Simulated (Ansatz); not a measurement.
## Step by step: SnSe, relaxation of cell and atoms

Level of theory: DFT, PBE, all-electron LAPW, scalar-relativistic in Ansatz 0.2.0.

Command: `ansatz run input.yaml --threads 1 --pin off --max-ram 3072MiB --backend cpu --events-out ev --progress --plain --runs-dir out` The run took 5.9 min on 1 thread of Intel(R) Xeon(R) Processor @ 2.50GHz (Skylake/Cascade Lake), on a shared host, peak memory 0.59 GiB.

```yaml
crystal:
  lattice:
    - [4.197847211, 0.0, 0.0]
    - [0.0, 4.197847211, 0.0]
    - [0.0, 0.0, 10.7663293357]
  atoms:
    - { symbol: Sn, position: [0.5, 0.0, 0.37222911] }
    - { symbol: Sn, position: [0.0, 0.5, 0.62777089] }
    - { symbol: Se, position: [0.5, 0.0, 0.61603949] }
    - { symbol: Se, position: [0.0, 0.5, 0.38396051] }
kpoints:
  mp_grid: { grid: [6, 6, 3] }
scf:
  occupations: { method: fermi_dirac, width: 0.02 }
hamiltonian:
  xc: pbe
  pseudopotentials: { kind: all_electron, lapw: { basis_error: 0.001 } }
output:
  forces: true
  stress: true
relax:
  f_tol: 0.005
  max_steps: 80
  cell: {}
```

No spin–orbit coupling, which matters for the heavy atoms here.

The cell is the one relaxed in the Materials Project (mp-8936); entries there can be hypothetical. The listed cell was then made from it by scaling, straining or moving an atom.

Each frame lists the cell vectors (Å), then Cartesian positions (Å) and forces (eV/Å). Free energies count from the first step, -468431.6442 eV.

The walk took 6 evaluations in all; steps that aren't listed are left out.

Step 1: E = 0.0 meV, P = 2.57 GPa

```
cell 4.1978 0.0000 0.0000 0.0000 4.1978 0.0000 0.0000 0.0000 10.7663
Sn    2.0989    0.0000    4.0075     0.000   0.000  -0.608
Sn    0.0000    2.0989    6.7588     0.000   0.000   0.608
Se    2.0989    0.0000    6.6325     0.000   0.000   0.628
Se    0.0000    2.0989    4.1338     0.000   0.000  -0.628
```

Step 2: E = -73.1 meV, P = -1.44 GPa

```
cell 4.3962 0.0000 0.0000 0.0000 4.3962 0.0000 0.0000 0.0000 10.7789
Sn    2.1981    0.0000    3.9704     0.000   0.000   0.416
Sn    0.0000    2.1981    6.8085     0.000   0.000  -0.416
Se    2.1981    0.0000    6.7534     0.000   0.000  -0.290
Se    0.0000    2.1981    4.0255     0.000   0.000   0.290
```

Step 3:

```
cell 4.3282 0.0000 0.0000 0.0000 4.3282 0.0000 0.0000 0.0000 10.7531
Sn    2.1641    0.0000    4.0328
Sn    0.0000    2.1641    6.7202
Se    2.1641    0.0000    6.7612
Se    0.0000    2.1641    3.9918
```

(1) Give the energy and forces of step 3.

(2) How does the relaxation end?

## Answers

(1) E = -133.1 meV, P = -0.24 GPa
```
Sn    2.1641    0.0000    4.0328     0.000   0.000   0.034
Sn    0.0000    2.1641    6.7202     0.000   0.000  -0.034
Se    2.1641    0.0000    6.7612     0.000   0.000  -0.082
Se    0.0000    2.1641    3.9918     0.000   0.000   0.082
```

(2) It converges, with a = 4.315 Å, b = 4.315 Å, c = 10.750 Å, α = 90.00°, β = 90.00°, γ = 90.00° (conventional cell, space group P4/nmm). The last solve (on a basis chosen afresh for the final cell, so its energy is not quite comparable) gives E = -135.6 meV, P = 0.00 GPa:
```
cell 4.3151 0.0000 0.0000 0.0000 4.3151 0.0000 0.0000 0.0000 10.7499
Sn    2.1575    0.0000    4.0165     0.000   0.000   0.001
Sn    0.0000    2.1575    6.7334     0.000   0.000  -0.001
Se    2.1575    0.0000    6.7335     0.000   0.000  -0.001
Se    0.0000    2.1575    4.0164     0.000   0.000   0.001
```
